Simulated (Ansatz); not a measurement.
# Pb in Ansatz: the effect of functional

Pb:

```
Pb
1.0
     0.00000    2.45841    2.45841
     2.45841    0.00000    2.45841
     2.45841    2.45841    0.00000
Pb
1
Direct
  0.00000 0.00000 0.00000
```

The cell isn't the ideal one: volume scaled by 0.98.

Alike in all runs:

| Property | Result |
| --- | --- |
| Program | Ansatz 0.2.0 |
| Task | single point |
| Potentials or basis | Ansatz PAW |
| k mesh | 9 × 9 × 9 |
| Occupations | fermi-dirac, width 0.05 eV |
| Spin | no spin polarisation |

```csv
functional,cutoff,pressure (GPa)
LDA,420 eV (not typed: the program's choice for these potentials),-1.3
r2SCAN,500 eV (not typed: the program's choice for these potentials),2.2
PBE,420 eV (not typed: the program's choice for these potentials),?
```

What does the run with functional PBE give?

Pressure 3.4 GPa.

Caveats: the PAW data sets come from PBE, with cores solved anew for the run's functional, which leaves a small shift of forces and pressure (some runs).
